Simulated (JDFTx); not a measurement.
Here is a JDFTx 1.7.0 (patched build) calculation.

File AlCo.in:

```
include AlCo.lattice
coords-type Lattice
include AlCo.ionpos

ion-species pseudo/Co.upf
ion-species pseudo/Al.upf
elec-cutoff 48 384
elec-ex-corr gga-x-am05 gga-c-am05
kpoint-folding 4 4 4
elec-smearing Fermi 0.0018374661
elec-n-bands 17
spintype z-spin
initial-magnetic-moments Co 2
elec-initial-magnetization 2 no
electronic-SCF nIterations 100 energyDiffThreshold 1e-09
electronic-minimize nIterations 30 energyDiffThreshold 1e-7
forces-output-coords Cartesian
lattice-minimize nIterations 40 energyDiffThreshold 1e-6

dump-name run.$VAR
dump End Ecomponents EigStats BandEigs Kpoints Forces Stress ElecDensity Dtot
```

AlCo.lattice

```
lattice \
    5.3278999018     0.0000000000     0.0000000000 \
    0.0000000000     5.3278999018     0.0000000000 \
    0.0000000000     0.0000000000     5.3278999018
```

The input AlCo.ionpos:

```
ion Co     0.5000000000     0.5000000000     0.5000000000 1
ion Al     0.0000000000     0.0000000000     0.0000000000 1
```

Potentials or basis: PseudoDojo-SR-PBE-0.5-standard with smoothed tails.

Command:

```console
$ jdftx -c 1 -i AlCo.in -o AlCo.out
```

(1) Estimate the site moments.

(2) Estimate the space group after relaxing (to 0.05 Å).

(3) Predict the relaxed cell.

(4) What does it give for the relaxed volume?

## Answers

(1) Co +0.23; Al -0.01 μB.

(2) Pm-3m (No. 221).

(3) a = 2.831 Å, b = 2.831 Å, c = 2.831 Å, α = 90.00°, β = 90.00°, γ = 90.00°.

(4) 11.35 Å³/atom.

Caveat: the k mesh is coarse (spacing up to 0.56 Å⁻¹), so the values aren't converged; the potentials were made for another functional, which shifts forces and pressure.
